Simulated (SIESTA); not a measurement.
The system is Se.

```xyz
3
Lattice="4.3662 0.0000 0.0000 -2.1831 3.7812 0.0000 0.0000 0.0000 4.9536" Properties=species:S:1:pos:R:3 pbc="T T T"
Se    1.6910    2.9289    0.0000
Se   -0.4921    0.8523    3.3024
Se    0.9841    0.0000    1.6512
```

* Program: SIESTA 5.4.2
* Task: single point
* Functional: PBEsol
* Potentials or basis: PseudoDojo 0.4 standard (PBEsol files)
* Basis: DZP (energy shift 0.003 Ry; two zetas on semicore shells)
* Grid cutoff: 500 Ry
* Energy shift: 0.003 Ry
* k mesh: 7 × 7 × 6
* Occupations: fermi-dirac, width 0.05 eV
* Spin: no spin polarisation

On this cell: pressure 4.4 GPa; largest force 1.508 eV/Å; band gap on the k mesh 1.02 eV, indirect (least direct gap 1.30 eV).

The same run follows on a disturbed copy (atoms moved at random, drawn with an rms of 0.05 Å):

```
Se
1.0
     4.36620    0.00000    0.00000
    -2.18310    3.78124    0.00000
     0.00000    0.00000    4.95360
Se
3
Direct
  0.77894 0.77804 0.00263
  0.00918 0.23606 0.65783
  0.22781 0.00178 0.32738
```

Task: What changes?

Result: The energy moves by -0.9 meV/atom; pressure 4.1 GPa; largest force 1.691 eV/Å; band gap on the k mesh 0.86 eV, indirect (least direct gap 1.15 eV).

Forces on the atoms (eV/Å):
```
Se  -0.911 -1.114 -0.630
Se  -0.762  1.007  0.411
Se   1.673  0.107  0.223
```

Stress tensor (GPa, compression positive):
```
3.35 0.27 0.64
0.27 1.78 1.70
0.64 1.70 7.27
```

Caveats: an odd mesh through Γ misses points on the zone boundary, where band edges often lie; the basis of atomic orbitals isn't converged, which shifts pressures, moduli and gaps; forces of over 1 eV/Å show positions far from the minimum, so gaps and moduli don't describe the material at rest (some runs).
